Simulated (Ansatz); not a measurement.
**What a strained TaN layer does to its nuclei**

Cell: an entry of the Crystallography Open Database (COD) whose atoms were relaxed with PBE, the cell held.

```yaml
crystal:
  lattice:
    - [5.19600, 0.00000, 0.00000]
    - [-2.59800, 4.49987, 0.00000]
    - [0.00000, 0.00000, 2.91100]
  atoms:
    - { symbol: Ta, position: [0.33333, 0.66667, 0.50000] }
    - { symbol: Ta, position: [0.66667, 0.33333, 0.50000] }
    - { symbol: Ta, position: [0.00000, 0.00000, 0.00000] }
    - { symbol: N, position: [0.39318, 0.00000, 0.00000] }
    - { symbol: N, position: [0.60682, 0.60682, 0.00000] }
    - { symbol: N, position: [0.00000, 0.39318, 0.00000] }
```

Atom numbers follow the list; atoms alike are taken as one site, whose name carries the number of the first.

All values are calculated (Ansatz; DFT, PBE, plane waves and PAW, scalar-relativistic, collinear spin, 420 eV cutoff, Γ-centred 10×10×16 k-points, Fermi–Dirac smearing 0.05 eV), not measured. Start moments as typed (μB): 2 on each Ta, none on the rest.

The cell is stretched along z (the third Cartesian axis of the run's cell), x and y held, and the ions relax again each time.

| strain along z (%) | Ta1: V along z (10²¹ V/m²) | Ta3: V along z (10²¹ V/m²) | N: V along z (10²¹ V/m²) |
| --- | --- | --- | --- |
| -3 | -22.83 | 9.57 | 0.46 |
| -2 | ? | ? | ? |
| -1 | -20.90 | 11.83 | 0.77 |
| 0 | -19.89 | 13.35 | 0.94 |
| +1 | -18.89 | 14.94 | 1.10 |
| +2 | -17.92 | 16.54 | 1.27 |
| +3 | -16.98 | 18.15 | 1.43 |

**Question.** Estimate the row at -2 % from the others.

**Answer.** Ta1: -21.91; Ta3: 10.44; N: 0.61. Worked for Ta1: a straight line through the other 6 rows has a slope of 0.980 × 10²¹ V/m² per per cent of strain and gives -21.85 at -2 %, against -21.91 from the run, so the response is nearly linear here. For ¹⁸¹Ta that is 75 MHz of C_Q per per cent. Worked for Ta3: a straight line through the other 6 rows has a slope of 1.449 × 10²¹ V/m² per per cent of strain and gives 10.68 at -2 %, against 10.44 from the run; over all rows the step per per cent runs from 0.86 at the compressed end to 1.61 at the stretched end, so the response isn't a straight line. For 181Ta that is 111 MHz of C_Q per per cent.

At this cell the principal stresses reach 5 GPa in size with PBE, which can matter for small gradients. The run finds no gap above 0.1 eV (a metal, or nearly one), so the gradients can move by 10 % or more with the k-mesh. Without spin–orbit coupling the gradients at and beside Ta can be off by some per cent, at some sites by more. With these PAW files V_zz is typically within 2 to 3 % of all-electron values, but misses above 10 % occur on Ta. The start moments die out, and the run ends without spin.
